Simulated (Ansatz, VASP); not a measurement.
WC in VASP and in Ansatz

```
W C
1.0
     2.92252    0.00000    0.00000
    -1.46126    2.53097    0.00000
     0.00000    0.00000    2.84615
W C
1 1
Cartesian
  0.0000 0.0000 0.0000
  1.4613 0.8437 1.4231
```

Alike in both runs: task relaxation of cell and atoms; functional PBE; k mesh 18 × 18 × 14; occupations gaussian, width 0.1 eV; no spin polarisation.

```csv
,VASP,Ansatz
version,VASP 6.6.1,Ansatz 0.2.0
potentials or method,"VASP PAW PBE potentials, release 64 (W_sv, C)","scalar-relativistic, plane waves, PAW"
plane-wave cutoff (eV),600,420
valence electrons in the cell,18,18
```

|  | VASP | Ansatz | Ansatz less VASP |
| --- | --- | --- | --- |
| gap on the k mesh at the Fermi level, each at its own relaxed structure (eV) | none | none | - |
| relaxed volume (Å³/atom) | 10.55 | 10.52 | -0.025 |
| relaxed cell length with the largest relative difference (Å) | 2.850 | 2.847 | -0.0027 |

A gap of «none» marks a metal or a gap that the smearing closes.

The runs have no spin-orbit coupling, so splittings on W are missing.
